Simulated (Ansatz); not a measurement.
**CO2: the band gap up the ladder of functionals**

The task here is to estimate one member of a computed series from the others.

The runs shown are made with Ansatz 0.2.0. PAW datasets, plane waves. (Simulation; spin polarisation is off.)

## The structure to begin with

The cell was relaxed beforehand with r2SCAN.

It is tetragonal, I-42d (No. 122); a = 3.910 Å, c = 5.935 Å in the conventional setting, 7.56 Å³ an atom. C has 4 O at 1.39 Å; O has 2 C at 1.39 Å.

Coordinates:

```
CELL_PARAMETERS angstrom
-1.95481 1.95481 2.96733
1.95481 -1.95481 2.96733
1.95481 1.95481 -2.96733
ATOMIC_POSITIONS crystal
C 0.00000 0.00000 0.00000
C 0.75000 0.25000 0.50000
O 0.37500 0.29235 0.41735
O 0.70765 0.12500 0.08265
O 0.87500 0.95765 0.58265
O 0.04235 0.62500 0.91735
```

The first run:

input.yaml reads:

```yaml
crystal:
  lattice:
    - [-1.9548127339, 1.9548127339, 2.9673314715]
    - [1.9548127339, -1.9548127339, 2.9673314715]
    - [1.9548127339, 1.9548127339, -2.9673314715]
  atoms:
    - { symbol: C, position: [0.0, 0.0, 0.0] }
    - { symbol: C, position: [0.75, 0.25, 0.5] }
    - { symbol: O, position: [0.375, 0.2923507855, 0.4173507855] }
    - { symbol: O, position: [0.7076492145, 0.125, 0.0826492145] }
    - { symbol: O, position: [0.875, 0.9576492145, 0.5826492145] }
    - { symbol: O, position: [0.0423507855, 0.625, 0.9173507855] }
kpoints:
  mp_grid: { grid: [10, 10, 10] }
  band_path:
    path:
      - [[0.0, 0.0, 0.0], [0.0, 0.0, 0.5], [0.25, 0.25, 0.25], [0.0, 0.5, 0.0], [0.0, 0.0, 0.0], [0.5, 0.5, -0.5], [0.358497117964, 0.641502882036, -0.358497117964]]
      - [[-0.358497117964, 0.358497117964, 0.358497117964], [0.0, 0.0, 0.0]]
      - [[0.0, 0.0, 0.5], [-0.216994235928, 0.216994235928, 0.5]]
      - [[0.5, 0.5, -0.216994235928], [0.5, 0.5, -0.5]]
    npoints: 10
hamiltonian:
  xc: pbe
scf:
  occupations: { method: fermi_dirac, width: 0.02 }
  n_extra_bands: 5
output:
  forces: true
  stress: true
  eigenvalues: true
```

Among the steps run: Band structure with PBE; r2SCAN; Single point with HSE06; PBE0 at the same geometry; Single point with LDA; One-shot GW from PBE; Single point with DDH-PBE0; r2SCANh at the same geometry.

One table of the session follows, with a row left open; its other results are not shown here.

| level | gap (eV) |
| --- | --- |
| PBE | ? |
| r2SCAN | 8.59 |
| HSE06 | 9.97 |
| PBE0 | 10.76 |
| LDA | 7.54 |
| G0W0@PBE (135 empty bands) | 10.68 |
| DDH-PBE0 | 11.52 |
| r2SCANh | 9.65 |

Q: Estimate the row for PBE from the others.

The run gave: gap (eV): 7.81. In the column «gap (eV)» it lies between LDA (7.54) and r2SCAN (8.59).

Meshes: PBE 10×10×10, r2SCAN 10×10×10, HSE06 6×6×6, PBE0 6×6×6, LDA 10×10×10, DDH-PBE0 6×6×6, r2SCANh 6×6×6

The gap runs from 7.54 eV (LDA) to 11.52 eV (DDH-PBE0). Against G0W0@PBE, PBE is short by 2.87 eV, at 73 % of it, and r2SCAN 80 %. PBE0 lies 0.78 eV above HSE06, which differs from it by screening the long-range exchange. G0W0 values are finite-basis, finite-mesh values.

Caveats from the session: Warnings in the runs' records: stress exchange threshold loose, stress scf threshold loose.
